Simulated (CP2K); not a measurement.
Crystal: SnO2.

```xyz
3
Lattice="5.1510 0.0000 0.0000 4.1356 3.0707 0.0000 4.1356 1.3675 2.7494" Properties=species:S:1:pos:R:3 pbc="T T T"
Sn    6.7111    2.2191    1.3747
O    10.2388    3.3856    2.0973
O     3.1833    1.0526    0.6521
```

Measurements of this composition are mostly on another form, of space group No. 136.

Base run:

```yaml
Program: CP2K 2026.2
Functional: SCAN
Potentials_or_basis: POTENTIAL_UZH Sn GTH-SCAN-q4, O GTH-SCAN-q6; TZVP-MOLOPT-SCAN-GTH basis
Density_cutoff: 11565 eV
k_mesh: 10 × 10 × 10
Occupations: fermi-dirac, width 0.05 eV
Spin: no spin polarisation
```

Its results: band gap on the k mesh 2.10 eV, indirect (least direct gap 2.14 eV); pressure -17.8 GPa; largest force 1.266 eV/Å.

Question: The run is repeated on the same cell with these changes: functional from SCAN to TASK; ngrids from 5 to 4. What comes out?

Answer: Band gap on the k mesh 2.97 eV, indirect (least direct gap 3.00 eV); pressure -16.8 GPa; largest force 1.530 eV/Å.

Caveats: so large a pressure means that the cell lies far from this level's equilibrium, or that cutoff or potentials fall short; spin-orbit coupling is left out, which moves the levels of the heavy elements; the basis of atomic orbitals isn't converged, which shifts pressures, moduli and gaps; forces of over 1 eV/Å show positions far from the minimum, so gaps and moduli don't describe the material at rest (some runs); the potentials were made for another functional, which shifts forces and pressure (some runs).
